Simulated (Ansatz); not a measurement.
# Ge: the cost of one run

Computed with Ansatz 0.2.0 (DFT PBEsol, scalar-relativistic, plane waves, PAW, unless a step's input says otherwise).

### Step 1. The starting structure

Symmetry: Cmmm, No. 65, orthorhombic system. Conventional cell: a = 2.794 Å, b = 5.201 Å, c = 2.698 Å, α = 90.00°, β = 90.00°, γ = 90.00°. Around Ge (site symmetry mmm) lie 8 Ge at 2.70 to 2.95 Å.

Structure file:

```cif
data_structure
_symmetry_space_group_name_H-M 'Cmmm'
_symmetry_Int_Tables_number 65
_cell_length_a 2.7943
_cell_length_b 5.2010
_cell_length_c 2.6982
_cell_angle_alpha 90.000
_cell_angle_beta 90.000
_cell_angle_gamma 90.000
_cell_volume 39.21
loop_
_atom_site_label
_atom_site_type_symbol
_atom_site_symmetry_multiplicity
_atom_site_Wyckoff_symbol
_atom_site_fract_x
_atom_site_fract_y
_atom_site_fract_z
_atom_site_occupancy
Ge1 Ge 2 b 0.50000 0.00000 0.00000 1
```

The structure comes from the Materials Project (structure only).

### Step 2. A change within a subgroup

The change: strain xx, yy, zz, yz, xz, xy = -0.1, -4.0, -2.2, +0.0, +0.0, +0.0 %.

input.yaml

```yaml
crystal:
  lattice:
    - [1.3966519357, -2.4970604398, 0.0]
    - [1.3949355952, 2.4961383215, 0.0]
    - [0.0, 0.0, 2.6388969003]
  atoms:
    - { symbol: Ge, position: [0.5, 0.5, 0.0] }
basis:
  ecutwfc: 420
kpoints:
  mp_grid: { grid: [16, 16, 14] }
hamiltonian:
  xc: pbesol
scf:
  occupations: { method: gaussian, width: 0.1 }
output:
  forces: true
  stress: true
  eigenvalues: true
  write_density: true
  write_potential: true
  elf: true
  volumetric_format: npy
```

Run with:

```console
> ansatz run input.yaml --threads 1 --pin off --max-ram 1331MiB --backend cpu --events-out ev --progress --plain --runs-dir out
```

What time and memory should one allow on 1 thread of an x86-64 CPU, shared host?

About 38 s, with a peak of 0.5 GiB.
